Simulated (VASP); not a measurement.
## VASP 6.6.1, PBE single-point calculation, NaH (strained CsCl)

INCAR

```
LELF = .TRUE.
SIGMA = 0.02
LASPH = .TRUE.
ISIF = 2
EDIFF = 1E-7
LREAL = .FALSE.
NELM = 120
PREC = Accurate
ENCUT = 520
NSW = 0
GGA = PE
NBANDS = 11
IBRION = -1
ISMEAR = -1
LWAVE = .FALSE.
LCHARG = .TRUE.
```

KPOINTS

```
KPOINTS created by Atomic Simulation Environment
0
Gamma
8 8 8
0 0 0
```

KPOINTS_OPT

```
special points
4
Reciprocal
0.0000000000 0.0000000000 0.0000000000 1
0.0000000000 0.5000000000 0.0000000000 1
0.5000000000 0.5000000000 0.0000000000 1
0.5000000000 0.5000000000 0.5000000000 1
```

POSCAR

```
Na H
 1.0000000000000000
     2.8605476218999999    0.0000000000000000    0.0000000000000000
     0.0000000000000000    2.8605476218999999    0.0000000000000000
     0.0000000000000000    0.0000000000000000    2.9323912064000002
 Na  H
   1   1
Cartesian
  0.0000000000000000  0.0000000000000000  0.0000000000000000
  1.4302738109499999  1.4302738109499999  1.4661956031999999
```

VASP ran with the recommended PBE PAW datasets (8 valence electrons in the cell).

Command

```
mpirun -np 1 vasp_std
```

OSZICAR

```
N       E                     dE             d eps       ncg     rms          rms(c)
DAV:   1     0.408270228788E+02    0.40827E+02   -0.45528E+03  1671   0.774E+02
DAV:   2    -0.380224115757E+01   -0.44629E+02   -0.43862E+02  1721   0.212E+02
DAV:   3    -0.522000094898E+01   -0.14178E+01   -0.14163E+01  1969   0.350E+01
DAV:   4    -0.522771385399E+01   -0.77129E-02   -0.77122E-02  1889   0.256E+00
DAV:   5    -0.522777172682E+01   -0.57873E-04   -0.57872E-04  1904   0.224E-01    0.317E+00
DAV:   6    -0.486920842974E+01    0.35856E+00   -0.33651E-01  1888   0.338E+00    0.151E+00
DAV:   7    -0.475243578144E+01    0.11677E+00   -0.37857E-01  1785   0.263E+00    0.372E-01
DAV:   8    -0.475477817319E+01   -0.23424E-02   -0.90313E-03  1848   0.112E+00    0.724E-02
DAV:   9    -0.475458322523E+01    0.19495E-03   -0.15482E-03  1887   0.417E-01    0.283E-02
DAV:  10    -0.475456030230E+01    0.22923E-04   -0.96631E-05  1864   0.573E-02    0.277E-03
DAV:  11    -0.475456106751E+01   -0.76521E-06   -0.12375E-06  1830   0.734E-03    0.182E-03
DAV:  12    -0.475456108884E+01   -0.21333E-07   -0.12573E-07  1812   0.293E-03
   1 F= -.47545611E+01 E0= -.47545611E+01  d E =-.141426E-11
       N       E                     dE             ncg
DAV:   1     0.728308193220E+02   -0.13956E+04       88
DAV:   2    -0.107963098874E+03   -0.18079E+03       91
DAV:   3    -0.115252666252E+03   -0.72896E+01      100
DAV:   4    -0.115283030352E+03   -0.30364E-01      111
DAV:   5    -0.115283152147E+03   -0.12179E-03       97
DAV:   6    -0.115283153744E+03   -0.15965E-05      100
DAV:   7    -0.115283153770E+03   -0.26884E-07       97
```

From OUTCAR

```
k-points           NKPTS =     75   k-points in BZ     NKDIM =     75   number of bands    NBANDS=     11

   NELECT =       8.0000    total number of electrons

   dimension x,y,z NGX =    24 NGY =   24 NGZ =   24
   dimension x,y,z NGXF=    48 NGYF=   48 NGZF=   48

  energy-cutoff  :      520.00
  volume of cell :       23.99
      direct lattice vectors                 reciprocal lattice vectors
     2.860547622  0.000000000  0.000000000     0.349583413  0.000000000  0.000000000
     0.000000000  2.860547622  0.000000000     0.000000000  0.349583413  0.000000000
     0.000000000  0.000000000  2.932391206     0.000000000  0.000000000  0.341018619

 k-points in reciprocal lattice and weights: KPOINTS created by Atomic Simulation Env
   0.00000000  0.00000000  0.00000000       0.002
   0.12500000  0.00000000  0.00000000       0.008
   0.25000000  0.00000000  0.00000000       0.008
   0.37500000  0.00000000  0.00000000       0.008
   0.50000000  0.00000000  0.00000000       0.004
   0.12500000  0.12500000  0.00000000       0.008
   0.25000000  0.12500000  0.00000000       0.016
   0.37500000  0.12500000  0.00000000       0.016
   ...

 E-fermi :   2.1438

 k-point     1 :       0.0000    0.0000    0.0000
  band No.  band energies     occupation
      1     -22.8921      2.00000
      2     -22.8870      2.00000
      3     -22.8870      2.00000
      4      -4.5747      2.00000
      5      10.9093      0.00000
      6      12.7876      0.00000
      7      13.1824      0.00000
      8      14.1430      0.00000
      9      15.0073      0.00000
     10      15.0073      0.00000
     11      28.1550      0.00000

 k-point     2 :       0.1250    0.0000    0.0000
  band No.  band energies     occupation
      1     -22.9219      2.00000
      2     -22.8889      2.00000
      3     -22.8840      2.00000
      4      -4.3115      2.00000
      5       9.4856      0.00000
      6      11.8702      0.00000
      7      13.2033      0.00000
      8      14.3343      0.00000
      9      15.1966      0.00000
     10      18.2231      0.00000
     11      25.9486      0.00000

 k-point     3 :       0.2500    0.0000    0.0000
  band No.  band energies     occupation
      1     -23.0053      2.00000
      2     -22.8813      2.00000
      3     -22.8767      2.00000
      4      -3.5624      2.00000
      5       6.4664      0.00000
      6      12.2492      0.00000
      7      13.9959      0.00000
      8      14.8882      0.00000
      9      15.7437      0.00000
     10      22.6173      0.00000
     11      23.1317      0.00000

 k-point     4 :       0.3750    0.0000    0.0000
  band No.  band energies     occupation
      1     -23.0876      2.00000
      2     -22.8737      2.00000
      3     -22.8694      2.00000
      4      -2.5106      2.00000
      5       3.9561      0.00000
      6      12.8374      0.00000
      7      15.2590      0.00000
      8      15.6907      0.00000
      9      16.5303      0.00000
     10      20.4183      0.00000
     11      20.9122      0.00000

 k-point     5 :       0.5000    0.0000    0.0000
  band No.  band energies     occupation
      1     -23.1213      2.00000
      2     -22.8705      2.00000
      3     -22.8664      2.00000
      4      -1.8568      2.00000
      5       2.8117      0.00000
      6      13.1152      0.00000
      7      16.2062      0.00000
      8      16.3273      0.00000
      9      17.0286      0.00000
     10      18.7714      0.00000
     11      19.9196      0.00000

 k-point     6 :       0.1250    0.1250    0.0000
  band No.  band energies     occupation
      1     -22.9217      2.00000
      2     -22.9152      2.00000
      3     -22.8858      2.00000
      4      -4.0535      2.00000
      5       9.2683      0.00000
      6      10.5105      0.00000
      7      12.4823      0.00000
      8      14.5316      0.00000
      9      18.0193      0.00000
     10      18.7072      0.00000
     11      23.7603      0.00000

 k-point     7 :       0.2500    0.1250    0.0000
  band No.  band energies     occupation
      1     -23.0010      2.00000
      2     -22.9098      2.00000
      3     -22.8783      2.00000
      4      -3.3206      2.00000
      5       6.6866      0.00000
      6      10.6197      0.00000
      7      13.1035      0.00000
      8      15.1042      0.00000
      9      18.5388      0.00000
     10      20.8844      0.00000
     11      22.7238      0.00000

 k-point     8 :       0.3750    0.1250    0.0000
  band No.  band energies     occupation
      1     -23.0819      2.00000
      2     -22.9015      2.00000
      3     -22.8707      2.00000
      4      -2.2968      2.00000
      5       4.2255      0.00000
      6      11.4071      0.00000
      7      14.1188      0.00000
      8      15.9410      0.00000
      9      17.4073      0.00000
     10      20.1534      0.00000
     11      21.0011      0.00000

 k-point     9 :       0.5000    0.1250    0.0000
  band No.  band energies     occupation
      1     -23.1152      2.00000
      2     -22.8980      2.00000
      3     -22.8676      2.00000
      4      -1.6681      2.00000
      5       3.1089      0.00000
      6      11.8432      0.00000
      7      15.2492      0.00000
      8      15.8195      0.00000
      9      16.4912      0.00000
     10      19.9917      0.00000
     11      20.5941      0.00000

 k-point    10 :       0.2500    0.2500    0.0000
  band No.  band energies     occupation
      1     -22.9960      2.00000
      2     -22.9832      2.00000
      3     -22.8710      2.00000
      4      -2.6366      2.00000
      5       6.8970      0.00000
      6       8.1260      0.00000
      7      13.4204      0.00000
      8      15.7340      0.00000
      9      17.6733      0.00000
     10      21.7605      0.00000
     11      22.7793      0.00000

 k-point    11 :       0.3750    0.2500    0.0000
  band No.  band energies     occupation
      1     -23.0684      2.00000
      2     -22.9782      2.00000
      3     -22.8636      2.00000
      4      -1.6973      2.00000
      5       4.9897      0.00000
      6       8.6413      0.00000
      7      13.4048      0.00000
      8      16.0321      0.00000
      9      16.6771      0.00000
     10      21.2034      0.00000
     11      21.6071      0.00000

 k-point    12 :       0.5000    0.2500    0.0000
  band No.  band energies     occupation
      1     -23.1004      2.00000
      2     -22.9738      2.00000
      3     -22.8606      2.00000
      4      -1.1409      2.00000
      5       3.9684      0.00000
      6       9.2606      0.00000
      7      12.8598      0.00000
      8      15.8503      0.00000
      9      17.3455      0.00000
     10      20.1880      0.00000
     11      21.1464      0.00000

 k-point    13 :       0.3750    0.3750    0.0000
  band No.  band energies     occupation
      1     -23.0576      2.00000
      2     -23.0513      2.00000
      3     -22.8565      2.00000
      4      -0.8978      2.00000
      5       5.8150      0.00000
      6       6.7095      0.00000
      7      11.5652      0.00000
      8      16.0752      0.00000
      9      17.8204      0.00000
     10      21.1080      0.00000
     11      22.6931      0.00000

 k-point    14 :       0.5000    0.3750    0.0000
  band No.  band energies     occupation
      1     -23.0857      2.00000
      2     -23.0487      2.00000
      3     -22.8536      2.00000
      4      -0.4503      2.00000
      5       5.2600      0.00000
      6       7.1174      0.00000
      7      10.4136      0.00000
      8      16.3325      0.00000
      9      18.7659      0.00000
     10      20.4288      0.00000
     11      22.3118      0.00000

 k-point    15 :       0.5000    0.5000    0.0000
  band No.  band energies     occupation
      1     -23.0795      2.00000
      2     -23.0795      2.00000
      3     -22.8507      2.00000
      4      -0.0766      2.00000
      5       6.2419      0.00000
      6       6.2419      0.00000
      7       9.0244      0.00000
      8      16.6120      0.00000
      9      20.5476      0.00000
     10      20.5476      0.00000
     11      20.9942      0.00000

 k-point    16 :       0.0000    0.0000    0.1250
  band No.  band energies     occupation
      1     -22.9210      2.00000
      2     -22.8847      2.00000
      3     -22.8847      2.00000
      4      -4.3257      2.00000
      5       8.9738      0.00000
      6      12.1999      0.00000
      7      13.4426      0.00000
      8      15.1860      0.00000
      9      15.1860      0.00000
     10      17.2717      0.00000
     11      26.1649      0.00000

 ...

  Total        0.4911230      0.4911230      0.0267089      0.0000000      0.0000000     -0.0000000
  in kB       32.7929564     32.7929564      1.7833927      0.0000000      0.0000000     -0.0000000
  external PRESSURE =      22.4564351 kB  Pullay stress =       0.0000000 kB

 POSITION                                       TOTAL-FORCE (eV/Angst)
 -----------------------------------------------------------------------------------
      0.00000      0.00000      0.00000         0.000000      0.000000      0.000000
      1.43027      1.43027      1.46620         0.000000      0.000000      0.000000
 -----------------------------------------------------------------------------------
    total drift:                                0.000000      0.000000      0.000000

  FREE ENERGIE OF THE ION-ELECTRON SYSTEM (eV)
  ---------------------------------------------------
  free  energy   TOTEN  =        -4.7545610888 eV

  energy  without entropy=       -4.7545610888  energy(sigma->0) =       -4.75456109
```

```
gap between bands v and c : 0.87 eV
least direct gap          : 4.60 eV
pressure                  : 2.2 GPa
```

Band v is the last that the valence electrons fill when counted band by band, and c is the next.

The run took about 5 s on one core of a shared host (Intel Xeon 6975P-C) and held 0.14 GiB at most.
